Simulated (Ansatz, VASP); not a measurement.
# One calculation of PbS, two programs

INCAR

```
SYSTEM = PbS
PREC     = Accurate       ! precision mode
ENCUT    = 520            ! plane-wave cutoff, eV
EDIFF    = 1E-7           ! SCF threshold, eV
ISMEAR   = -1             ! smearing method
SIGMA    = 0.05           ! smearing width, eV
LREAL    = .False.        ! projectors in reciprocal space
LASPH    = .True.         ! aspherical terms in the spheres
NELM     = 60             ! most SCF steps
ALGO     = Normal         ! electronic algorithm
ISIF     = 2              ! what is computed and relaxed
LWAVE    = .False.        ! write WAVECAR
LCHARG   = .False.        ! write CHGCAR
GGA      = PE             ! functional
NBANDS   = 17             ! bands
```

KPOINTS

```
Automatic mesh
0
Gamma
  8 8 8
  0 0 0
```

Contents of POSCAR:

```
PbS
1.0
    2.1126617058      1.2197458045      3.4519162518
   -2.1126617058      1.2197458045      3.4519162518
    0.0000000000     -2.4394916091      3.4519162518
Pb S
1 1
Direct
    0.9805657800      0.9805657800      0.9805657800
    0.4750355500      0.4750355500      0.4750355500
```

Contents of input.yaml:

```yaml
crystal:
  lattice:
    - [2.1126617058, 1.2197458045, 3.4519162518]
    - [-2.1126617058, 1.2197458045, 3.4519162518]
    - [0.0, -2.4394916091, 3.4519162518]
  atoms:
    - { symbol: Pb, position: [0.98056578, 0.98056578, 0.98056578] }
    - { symbol: S, position: [0.47503555, 0.47503555, 0.47503555] }
hamiltonian:
  xc: pbe
  pseudopotentials: { kind: paw }
kpoints:
  mp_grid: { grid: [8, 8, 8] }
scf:
  occupations: { method: fermi_dirac, width: 0.05 }
output:
  forces: true
  stress: true
  eigenvalues: true
```

The cell is a database's computed one.

Alike in both runs: task single point; functional PBE; k mesh 8 × 8 × 8; occupations fermi-dirac, width 0.05 eV; no spin polarisation.

|  | VASP | Ansatz |
| --- | --- | --- |
| version | VASP 6.6.1 | Ansatz 0.2.0 |
| potentials or method | VASP PAW PBE potentials, release 64 (Pb_d, S) | Ansatz PAW |
| plane-wave cutoff (eV) | 520 | 420 |
| valence electrons in the cell | 20 | 20 |

```csv
,VASP,Ansatz,Ansatz less VASP
gap on the k mesh at the Fermi level (eV),0.46,0.45,-0.007
least direct gap on the mesh (eV),0.46,0.45,-0.007
pressure (GPa),0.8,0.9,+0.07
rms of the force components (eV/Å),0.011,0.011,-0.0004
```

Atom by atom the forces differ by 0.000 eV/Å (rms over components).

Caveats: spin-orbit coupling is left out, which as a rule narrows the gap of such compounds by several tenths of an eV. A k mesh can miss the band edges.
